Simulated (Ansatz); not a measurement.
# Be2C: the cost of one run

Method: DFT LDA, scalar-relativistic, in Ansatz 0.2.0.

**1. The structure to begin with**

It takes space group Fm-3m (No. 225, cubic). Conventional cell: a = 4.330 Å, b = 4.330 Å, c = 4.330 Å, α = 90.00°, β = 90.00°, γ = 90.00°. Be (site symmetry -43m) is surrounded by 4 C at 1.87 Å. C (site symmetry m-3m) has 8 Be at 1.87 Å in its first shell of neighbours.

As a file:

```xyz
3
Lattice="0.0000 2.1650 2.1650 2.1650 0.0000 2.1650 2.1650 2.1650 0.0000" Properties=species:S:1:pos:R:3 pbc="T T T"
Be    1.0825    1.0825    1.0825
Be    3.2475    3.2475    3.2475
C     0.0000    0.0000    0.0000
```

The cell comes from a crystallographic database entry that wasn't checked; take it as a given geometry, which may be far from equilibrium.

Atoms are numbered in the order of the input: Be1, Be2, C3.

**2. Full-potential LAPW**

File input.yaml:

```yaml
crystal:
  lattice:
    - [0.0, 2.165, 2.165]
    - [2.165, 0.0, 2.165]
    - [2.165, 2.165, 0.0]
  atoms:
    - { symbol: Be, position: [0.25, 0.25, 0.25] }
    - { symbol: Be, position: [0.75, 0.75, 0.75] }
    - { symbol: C, position: [0.0, 0.0, 0.0] }
kpoints:
  mp_grid: { grid: [14, 14, 14] }
  band_path:
    path:
      - [0.0, 0.0, 0.0]
      - [0.5, 0.0, 0.5]
      - [0.625, 0.25, 0.625]
      - [0.375, 0.375, 0.75]
      - [0.0, 0.0, 0.0]
      - [0.5, 0.5, 0.5]
      - [0.5, 0.25, 0.75]
      - [0.5, 0.0, 0.5]
    npoints: 14
scf:
  occupations: { method: fermi_dirac, width: 0.08 }
hamiltonian:
  xc: lda
  pseudopotentials: { kind: all_electron, lapw: { basis_error: 0.0005 } }
output:
  forces: true
  stress: true
  eigenvalues: true
  populations: true
  dos: { projected: true, de: 0.2, e_range: [-14, 8] }
```

The run is started by

```bash
> ansatz run input.yaml --threads 1 --pin off --max-ram 4096MiB --backend cpu --events-out ev --progress --plain --runs-dir out
```

What time and memory should one allow on 1 thread of Intel Xeon 6975P-C (Granite Rapids), shared host?

About 6.9 s, with a peak of 0.36 GiB.
